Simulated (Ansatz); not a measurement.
# GaP: In on a Ga site

Computed with the plane-wave PAW code Ansatz (scalar-relativistic, PAW set soft_2): PBE, no spin polarisation, 420 eV cutoff, k-mesh 2×2×2 shifted by half a step.

The relaxed host crystal (Kohn–Sham gap 1.58 eV):

```xyz
2
Lattice="0.0000 2.7526 2.7526 2.7526 0.0000 2.7526 2.7526 2.7526 0.0000" Properties=species:S:1:pos:R:3 pbc="T T T"
Ga    0.0000    0.0000    0.0000
P     1.3763    1.3763    1.3763
```

Supercell of 32 atoms, rows of the matrix [[3,-1,-1],[-1,3,-1],[-1,-1,3]] times the cell vectors; In on a Ga site at (0.000, 0.000, 0.000) in fractions of the cell above. Atoms are relaxed at the host's cell.

Distances from the In atom (Å), by shell of the perfect crystal:

| shell | perfect crystal | relaxed, charge 0 |
| --- | --- | --- |
| 4 P | 2.38 | 2.52 |

| charge | gap of the cell on the mesh (eV) | carriers |
| --- | --- | --- |
| 0 | 2.23 | none in the bands |

On this mesh the host's own supercell has a gap of 2.30 eV.

Formation energy of the neutral defect: 0.58 eV, taking atoms from and to the elements' standard states (no corrections for gases), so it belongs to those chemical potentials alone.

Relaxed cell at charge 0:

```
GaP In_Ga charge 0
1.0
    -5.5051    5.5051    5.5051
     5.5051   -5.5051    5.5051
     5.5051    5.5051   -5.5051
In Ga P
1 15 16
Direct
  0.5000 0.5000 0.0000
  0.5000 0.7520 0.7476
  0.5000 0.0000 0.5000
  0.7520 0.2476 0.0000
  0.5000 0.2476 0.2520
  0.7520 0.5000 0.7476
  0.7524 0.7524 0.5043
  0.0000 0.0000 0.0000
  0.7524 0.0043 0.2524
  0.9957 0.2480 0.7480
  0.0000 0.5000 0.5000
  0.2476 0.7520 0.0000
  0.0043 0.7524 0.2524
  0.2480 0.9957 0.7480
  0.2480 0.2480 0.4957
  0.2476 0.5000 0.2520
  0.2358 0.5000 0.0000
  0.2492 0.7478 0.7492
  0.2522 0.0014 0.5014
  0.5000 0.2358 0.0000
  0.2492 0.2492 0.2478
  0.5000 0.5000 0.7358
  0.5000 0.7508 0.4986
  0.7508 0.9986 0.0000
  0.5000 0.9986 0.2508
  0.7478 0.2492 0.7492
  0.7508 0.5000 0.4986
  0.9986 0.7508 0.0000
  0.7642 0.7642 0.2642
  0.0014 0.0014 0.7522
  0.0014 0.2522 0.5014
  0.9986 0.5000 0.2508
```

Caveats: semilocal functionals make gaps too small, which shifts levels too; small supercell, so energies and levels can be off by tenths of an eV; the atoms kept the symmetry of the start, so a distorted state could lie lower.
